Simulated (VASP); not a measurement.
# SnSe2 (P-3m1) in VASP: Born charges and dielectric tensor with LDA

Aim: the Born charges and dielectric tensor of SnSe2 with LDA.

Everything below comes from runs of VASP 6.6.1. Logs are shortened: lines on timing, memory, paths and dates and some standing lists are left out, and cuts for length are marked.

## Step 1: The crystal as given

Symmetry: P-3m1, No. 164, trigonal system. The conventional cell has a = 3.803 Å, b = 3.803 Å, c = 5.889 Å, α = 90.00°, β = 90.00°, γ = 120.00°. Around Sn (site symmetry -3m) lie 6 Se at 2.70 Å. Se (site symmetry 3m) is surrounded by 3 Sn at 2.70 Å.

The cell is a database's computed one.

## Step 2: Born charges and dielectric tensor, LDA

INCAR

```
ALGO = Fast
EDIFF = 1E-8
ENCUT = 350
GGA = CA
IBRION = 8
ISIF = 2
ISMEAR = 0
LASPH = True
LCHARG = False
LEPSILON = True
LREAL = False
LWAVE = False
NELM = 100
NSW = 1
PREC = Accurate
SIGMA = 0.02
```

KPOINTS

```
k-points
0
Gamma
  9 9 4
```

POSCAR

```
SnSe2
1.0
    3.8032200000      0.0000000000      0.0000000000
   -1.9016100000      3.2936900000      0.0000000000
    0.0000000000      0.0000000000      5.8891000000
Sn Se
1 2
Direct
    0.0000000000      0.0000000000      0.0000000000
    0.6666700000      0.3333300000      0.7317900000
    0.3333300000      0.6666700000      0.2682100000
```

Potentials or basis: VASP PAW LDA potentials, release 64 (Sn_d, Se).

Launch:

```sh
> cat potpaw_LDA.64/Sn_d/POTCAR potpaw_LDA.64/Se/POTCAR > POTCAR
> mpirun -np 1 vasp_std > vasp.out
```

OUTCAR:

```text
EDIFF = 1E-8
   ENCUT = 350
   GGA = CA
   IBRION = 8
   ISIF = 2
   ISMEAR = 0
   LASPH = True
   LEPSILON = True
   LREAL = False
   NELM = 100
   NSW = 1
   PREC = Accurate

 ion  position               nearest neighbor table
   1  0.000  0.000  0.000-   2 2.70   3 2.70   2 2.70   3 2.70   2 2.70   3 2.70
   2  0.667  0.333  0.732-   1 2.70   1 2.70   1 2.70
   3  0.333  0.667  0.268-   1 2.70   1 2.70   1 2.70

  LATTYP: Found a hexagonal cell.
 ALAT       =     3.8032200000
 C/A-ratio  =     1.5484510494

  Lattice vectors:

 A1 = (   3.8032200000,   0.0000000000,   0.0000000000)
 A2 = (  -1.9016100000,   3.2936900000,   0.0000000000)
 A3 = (   0.0000000000,   0.0000000000,   5.8891000000)

Analysis of symmetry for initial positions (statically):
=====================================================================
 Subroutine PRICEL returns:
 Original cell was already a primitive cell.

 Routine SETGRP: Setting up the symmetry group for a
 hexagonal supercell.

 Subroutine GETGRP returns: Found  4 space group operations
 (whereof  4 operations were pure point group operations)
 out of a pool of 24 trial point group operations.

The static configuration has the point symmetry C_2h.

Analysis of symmetry for dynamics (positions and initial velocities):
=====================================================================
 Subroutine PRICEL returns:
 Original cell was already a primitive cell.

 Routine SETGRP: Setting up the symmetry group for a
 hexagonal supercell.

 Subroutine GETGRP returns: Found  4 space group operations
 (whereof  4 operations were pure point group operations)
 out of a pool of 24 trial point group operations.

The dynamic configuration has the point symmetry C_2h.

 Subroutine INISYM returns: Found  4 space group operations
 (whereof  4 operations are pure point group operations),
 and found     1 'primitive' translations

----------------------------------------------------------------------------------------

                                     Primitive cell

  volume of cell :      73.7706

  direct lattice vectors                    reciprocal lattice vectors
     3.803220000  0.000000000  0.000000000     0.262935092  0.151805422  0.000000000
    -1.901610000  3.293690000  0.000000000     0.000000000  0.303610844  0.000000000
     0.000000000  0.000000000  5.889100000     0.000000000  0.000000000  0.169805233

  length of vectors
     3.803220000  3.803224212  5.889100000     0.303611180  0.303610844  0.169805233

  position of ions in fractional coordinates (direct lattice)
     0.000000000  0.000000000  0.000000000
     0.666670000  0.333330000  0.731790000
     0.333330000  0.666670000  0.268210000

  ion indices of the primitive-cell ions
   primitive index   ion index
                 1           1
                 2           2
                 3           3

----------------------------------------------------------------------------------------

 KPOINTS: k-points

Automatic generation of k-mesh.
 Grid dimensions read from file:
 generate k-points for:    9    9    4

 Generating k-lattice:

[... 654 lines left out ...]

 PIEZOELECTRIC TENSOR FIELD DIRECTION 3  (C/m^2)
 -----------------------------------------------------------------------------
    -0.00012  0.00054 -0.00146
     0.00054  0.00051  0.00084
    -0.00146  0.00084 -0.00065

--------------------------------------- Ionic step        4  -------------------------------------------

------------------------ aborting loop because EDIFF is reached ----------------------------------------

[... ionic steps 5 to 5 ...]

--------------------------------------- Ionic step        6  -------------------------------------------

------------------------ aborting loop because EDIFF is reached ----------------------------------------

--------------------------------------- Ionic step        7  -------------------------------------------

------------------------ aborting loop because EDIFF is reached ----------------------------------------

[... ionic steps 8 to 8 ...]

--------------------------------------- Ionic step        9  -------------------------------------------

 Free energy of the ion-electron system (eV)
  ---------------------------------------------------
  ---------------------------------------------------
  free energy    TOTEN  =        -0.09690878 eV

  energy without entropy =       -0.09690878

------------------------ aborting loop because EDIFF is reached ----------------------------------------

 INTERNAL STRAIN TENSOR  FOR ION    2  DIRECTION 3   (eV/Angst):
 -----------------------------------------------------------------------------
     5.07447 -0.01180 -0.07262
    -0.01180  5.06085  0.04193
     0.12751 -0.07362 13.66171

 MACROSCOPIC STATIC DIELECTRIC TENSOR (including local field effects in DFT)
 ------------------------------------------------------
          15.677918     0.000036    -0.000192
           0.000036    15.678006     0.000111
          -0.000124     0.000071    16.916394
 ------------------------------------------------------

 PIEZOELECTRIC TENSOR (including local field effects)  for field in x, y, z        (e  Angst)
          XX          YY          ZZ          XY          YZ          ZX
  --------------------------------------------------------------------------------
  x     0.00000     0.00000     0.00000     0.00000     0.00000     0.00000
  y     0.00000     0.00000     0.00000     0.00000     0.00000     0.00000
  z     0.00000     0.00000     0.00000     0.00000     0.00000     0.00000

 PIEZOELECTRIC TENSOR (including local field effects)  for field in x, y, z        (C/m^2)
          XX          YY          ZZ          XY          YZ          ZX
  --------------------------------------------------------------------------------
  x     0.00000     0.00000     0.00000     0.00000     0.00000     0.00000
  y     0.00000     0.00000     0.00000     0.00000     0.00000     0.00000
  z     0.00000     0.00000     0.00000     0.00000     0.00000     0.00000

 BORN EFFECTIVE CHARGES (including local field effects) (in |e|, cummulative output)
 ---------------------------------------------------------------------------------
 ion    1
    1     5.27463    -0.00004     0.00014
    2    -0.00004     5.27460    -0.00008
    3    -0.00014     0.00008     2.60637
 ion    2
    1    -2.63732     0.00002    -0.00007
    2     0.00002    -2.63730     0.00004
    3     0.00007    -0.00004    -1.30318
 ion    3
    1    -2.63732     0.00002    -0.00007
    2     0.00002    -2.63730     0.00004
    3     0.00007    -0.00004    -1.30318

 INTERNAL STRAIN TENSOR FOR ION    3 for displacements in x,y,z  (eV/Angst):
          X           Y           Z          XY          YZ          ZX
  --------------------------------------------------------------------------------
  x     0.00378    -0.00190    -0.00210     0.50939    -0.00028    -5.56456
  y     1.06829    -1.06938     0.00121    -0.96048    -4.56522    -0.00027
  z    -5.07447    -5.06085   -13.66171     0.01180     0.07362     0.07262

 SECOND DERIVATIVES (NOT SYMMETRIZED)
 ------------------------------------
               1X          1Y          1Z          2X          2Y          2Z          3X          3Y          3Z
  1X    -5.173646    0.000216   -0.000246    2.586823   -0.000108    0.000123    2.586823   -0.000108    0.000123
  1Y     0.000216   -5.173412    0.000142   -0.000108    2.586706   -0.000071   -0.000108    2.586706   -0.000071
  1Z    -0.000222    0.000128  -14.697693    0.000111   -0.000064    7.348846    0.000111   -0.000064    7.348846
  2X     2.636499    0.000342    0.000144   -3.705357   -0.001510   -0.000128    1.068858    0.001169   -0.000017
  2Y     0.000342    2.636902   -0.000083   -0.001510   -3.707112    0.000074    0.001169    1.070210    0.000010
  2Z     0.001442   -0.000832    7.327266   -0.000876    0.000506   -8.397835   -0.000566    0.000327    1.070568
  3X     2.636499    0.000342    0.000144    1.068858    0.001169   -0.000017   -3.705357   -0.001510   -0.000128
  3Y     0.000342    2.636902   -0.000083    0.001169    1.070210    0.000010   -0.001510   -3.707112    0.000074
  3Z     0.001442   -0.000832    7.327266   -0.000566    0.000327    1.070568   -0.000876    0.000506   -8.397835

 Eigenvectors and eigenvalues of the dynamical matrix
 ----------------------------------------------------

   1 f  =    7.275939 THz    45.716071 2PiTHz  242.699191 cm-1    30.090851 meV
             X         Y         Z           dx          dy          dz
      0.000000  0.000000  0.000000    -0.000064    0.000037   -0.756036
      1.901629  1.097886  4.309584     0.000040   -0.000023    0.462822
     -0.000019  2.195804  1.579516     0.000040   -0.000023    0.462822
[... 43 lines left out ...]
   9 f/i=    0.020764 THz     0.130463 2PiTHz    0.692606 cm-1     0.085872 meV
             X         Y         Z           dx          dy          dz
      0.000000  0.000000  0.000000    -0.329326   -0.570452    0.000001
      1.901629  1.097886  4.309584    -0.266004   -0.460767    0.000001
     -0.000019  2.195804  1.579516    -0.266004   -0.460767    0.000001

--------------------------------------------------------------------------------------------------------

 MACROSCOPIC STATIC DIELECTRIC TENSOR IONIC CONTRIBUTION
 ------------------------------------------------------
          13.106342    -0.000434    -0.000578
          -0.000434    13.105879     0.000333
          -0.000578     0.000333     1.134827
 ------------------------------------------------------

 ELASTIC MODULI CONTR FROM IONIC RELAXATION (kBar)
 Direction    XX          YY          ZZ          XY          YZ          ZX
 --------------------------------------------------------------------------------
 XX        -128.5058   -107.4263   -318.0460      9.5883     46.0540      1.8597
 YY        -107.4263   -127.8964   -317.1727     -9.0599    -42.6817      1.6233
 ZZ        -318.0460   -317.1727   -856.2306      0.7571      4.6570      4.4602
 XY           9.5883     -9.0599      0.7571    -10.7543    -39.8826     25.8099
 YZ          46.0540    -42.6817      4.6570    -39.8826   -189.5195      0.0796
 ZX           1.8597      1.6233      4.4602     25.8099      0.0796   -281.7437
 --------------------------------------------------------------------------------

 PIEZOELECTRIC TENSOR IONIC CONTR  for field in x, y, z        (C/m^2)
          XX          YY          ZZ          XY          YZ          ZX
  --------------------------------------------------------------------------------
  x    -0.00000    -0.00000    -0.00000     0.00000    -0.00000    -0.00000
  y    -0.00000    -0.00000    -0.00000    -0.00000    -0.00000    -0.00000
  z     0.00000     0.00000     0.00000    -0.00000    -0.00000    -0.00000
```

Wall time 12 min (1 thread of Intel Xeon Platinum 8488C (Sapphire Rapids), shared host); peak memory 0.49 GiB.

What came out:

```
Band gap on the k mesh                                  : 0.36 eV, indirect (least direct gap 0.68 eV)
Electronic dielectric tensor (diagonal)                 : 15.68, 15.68, 16.92
Born charges (mean of the diagonal)                     : Sn +4.39; Se -2.19 e
Highest phonon frequency at Γ, LO-TO splitting left out : 243 cm⁻¹
```

Levels at points of the mesh, in eV from the valence-band top:
```csv
k point,band 10,band 11,band 12,band 13,band 14,band 15,band 16,band 17
"(0.00, 0.00, 0.00)",-0.82,-0.66,-0.66,-0.11,0.57,2.73,4.39,4.39
"(0.00, 0.00, 0.50)",-1.02,-1.02,-0.35,-0.35,2.41,2.59,3.93,3.93
```

Phonon frequencies in cm⁻¹ (negative: imaginary):
```
              q point                      frequencies
(0.000, 0.000, 0.000)  -1 -1 0 128 128 145 145 181 243
```

Electronic dielectric tensor:
```
15.68  0.00  0.00
 0.00 15.68  0.00
 0.00  0.00 16.92
```

Born effective charge tensors (e):
atom 1, Sn
```
5.27 0.00 0.00
0.00 5.27 0.00
0.00 0.00 2.61
```
atom 2, Se
```
-2.64  0.00  0.00
 0.00 -2.64  0.00
 0.00  0.00 -1.30
```
atom 3, Se
```
-2.64  0.00  0.00
 0.00 -2.64  0.00
 0.00  0.00 -1.30
```

Caveat: the gap is small at this level, which inflates the dielectric constant; spin-orbit coupling is left out, which moves the levels of the heavy elements; an odd mesh through Γ misses points on the zone boundary, where band edges often lie.
